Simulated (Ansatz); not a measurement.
# SnSe2: a sublattice displacement scan

Aim: for SnSe2, map the energy as every Se atom is pushed off its site.

The COD entry's cell or inner coordinates are ideal or old and differ from later refinements, so a difference from it is no clean test against experiment.

Computed with Ansatz 0.2.0 (DFT r2SCAN, scalar-relativistic, plane waves, PAW, unless a step's input says otherwise).

## Step 1: The structure to begin with

It takes space group P-3m1 (No. 164, trigonal). Conventional cell: a = 3.811 Å, b = 3.811 Å, c = 6.137 Å, α = 90.00°, β = 90.00°, γ = 120.00°. Around Sn (site symmetry -3m) lie 6 Se at 2.68 Å. Se (site symmetry 3m) has 3 Sn at 2.68 Å as nearest neighbours.

As a file:

```
Sn Se
1.0
     3.81100    0.00000    0.00000
    -1.90550    3.30042    0.00000
     0.00000    0.00000    6.13700
Sn Se
1 2
Direct
  0.00000 0.00000 0.00000
  0.33333 0.66667 0.25000
  0.66667 0.33333 0.75000
```

The cell is taken as given, not relaxed at this level.

## Step 2: The reference cell

Reference values: F = -16996.1279 eV; pressure 3.31 GPa; largest force 0.446 eV/Å; gap on the mesh 1.01 eV. It was computed beforehand with the settings of the runs below.

## Step 3: The scan: a sublattice displacement scan

Every Se atom is moved by x along the Cartesian unit vector (0.000, 1.000, 0.000); the cell and all other atoms stay fixed. Forces below are components along that vector, summed over the moved atoms.

## Step 4: x = -0.100 Å

Contents of input.yaml:

```yaml
crystal:
  lattice:
    - [3.8109987816, 0.0, 0.0]
    - [-1.9054993908, 3.3004217586, 0.0]
    - [0.0, 0.0, 6.137]
  atoms:
    - { symbol: Sn, position: [0.0, 0.0, 0.0] }
    - { symbol: Se, position: [0.3181837544, 0.6363675088, 0.25] }
    - { symbol: Se, position: [0.6515170877, 0.3030341754, 0.75] }
basis:
  ecutwfc: 500
kpoints:
  mp_grid: { grid: [12, 12, 6] }
hamiltonian:
  xc: r2scan
scf:
  occupations: { method: gaussian, width: 0.05 }
output:
  forces: true
  stress: true
  eigenvalues: true
```

Command:

```console
> ansatz run input.yaml --threads 1 --pin off --max-ram 2560MiB --backend cpu --events-out ev --progress --plain --runs-dir out
```

## Step 5: x = 0.075 Å

Edit input.yaml of step 4 so:

```diff
@@ -7,4 +7,4 @@
     - { symbol: Sn, position: [0.0, 0.0, 0.0] }
-    - { symbol: Se, position: [0.3181837544, 0.6363675088, 0.25] }
-    - { symbol: Se, position: [0.6515170877, 0.3030341754, 0.75] }
+    - { symbol: Se, position: [0.3446955175, 0.6893910351, 0.25] }
+    - { symbol: Se, position: [0.6780288509, 0.3560577018, 0.75] }
 basis:
```

## Step 6: Point x = -0.050 Å

Edit input.yaml of step 5 so:

```diff
@@ -7,4 +7,4 @@
     - { symbol: Sn, position: [0.0, 0.0, 0.0] }
-    - { symbol: Se, position: [0.3446955175, 0.6893910351, 0.25] }
-    - { symbol: Se, position: [0.6780288509, 0.3560577018, 0.75] }
+    - { symbol: Se, position: [0.3257585439, 0.6515170877, 0.25] }
+    - { symbol: Se, position: [0.6590918772, 0.3181837544, 0.75] }
 basis:
@@ -21 +21,5 @@
   eigenvalues: true
+  write_density: true
+  write_potential: true
+  elf: true
+  volumetric_format: npy
```

## Step 7: x = 0.025 Å

Contents of input.yaml:

```yaml
crystal:
  lattice:
    - [3.8109987816, 0.0, 0.0]
    - [-1.9054993908, 3.3004217586, 0.0]
    - [0.0, 0.0, 6.137]
  atoms:
    - { symbol: Sn, position: [0.0, 0.0, 0.0] }
    - { symbol: Se, position: [0.3371207281, 0.6742414561, 0.25] }
    - { symbol: Se, position: [0.6704540614, 0.3409081228, 0.75] }
basis:
  ecutwfc: 500
kpoints:
  mp_grid: { grid: [12, 12, 6] }
hamiltonian:
  xc: r2scan
scf:
  occupations: { method: gaussian, width: 0.05 }
output:
  forces: true
  stress: true
  eigenvalues: true
```

## Step 8: x = 0.087 Å

Edit input.yaml of step 7 so:

```diff
@@ -7,4 +7,4 @@
     - { symbol: Sn, position: [0.0, 0.0, 0.0] }
-    - { symbol: Se, position: [0.3371207281, 0.6742414561, 0.25] }
-    - { symbol: Se, position: [0.6704540614, 0.3409081228, 0.75] }
+    - { symbol: Se, position: [0.3465892149, 0.6931784298, 0.25] }
+    - { symbol: Se, position: [0.6799225482, 0.3598450965, 0.75] }
 basis:
```

## Step 9: x = 0.062 Å

Edit input.yaml of step 8 so:

```diff
@@ -7,4 +7,4 @@
     - { symbol: Sn, position: [0.0, 0.0, 0.0] }
-    - { symbol: Se, position: [0.3465892149, 0.6931784298, 0.25] }
-    - { symbol: Se, position: [0.6799225482, 0.3598450965, 0.75] }
+    - { symbol: Se, position: [0.3428018202, 0.6856036404, 0.25] }
+    - { symbol: Se, position: [0.6761351535, 0.352270307, 0.75] }
 basis:
```

## Step 10: Point x = 0.037 Å

Edit input.yaml of step 9 so:

```diff
@@ -7,4 +7,4 @@
     - { symbol: Sn, position: [0.0, 0.0, 0.0] }
-    - { symbol: Se, position: [0.3428018202, 0.6856036404, 0.25] }
-    - { symbol: Se, position: [0.6761351535, 0.352270307, 0.75] }
+    - { symbol: Se, position: [0.3390144254, 0.6780288509, 0.25] }
+    - { symbol: Se, position: [0.6723477588, 0.3446955175, 0.75] }
 basis:
@@ -21 +21,5 @@
   eigenvalues: true
+  write_density: true
+  write_potential: true
+  elf: true
+  volumetric_format: npy
```

## Step 11: x = 0.013 Å

Contents of input.yaml:

```yaml
crystal:
  lattice:
    - [3.8109987816, 0.0, 0.0]
    - [-1.9054993908, 3.3004217586, 0.0]
    - [0.0, 0.0, 6.137]
  atoms:
    - { symbol: Sn, position: [0.0, 0.0, 0.0] }
    - { symbol: Se, position: [0.3352270307, 0.6704540614, 0.25] }
    - { symbol: Se, position: [0.668560364, 0.3371207281, 0.75] }
basis:
  ecutwfc: 500
kpoints:
  mp_grid: { grid: [12, 12, 6] }
hamiltonian:
  xc: r2scan
scf:
  occupations: { method: gaussian, width: 0.05 }
output:
  forces: true
  stress: true
  eigenvalues: true
```

(Steps that only read results are left out.)

**Question.** What will these runs give?

The runs gave:

| quantity | value |
| --- | --- |
| force constant along x, from the points at -0.050, 0 and 0.013 Å | 6.45 eV/Å² for the 2 moved atoms together |

In words: Near the site the force constant is 6.45 eV/Å² for the 2 atoms together, 3.23 on average. The undisturbed cell stays the lowest of the sampled points. The gap on the mesh stays between 1.00 and 1.01 eV. Layers here are held mostly by dispersion, which this level lacks, so their spacing and the stiffness across them are unreliable there.

Spin-orbit coupling is left out, though the cell holds Sn; it can move the gap.
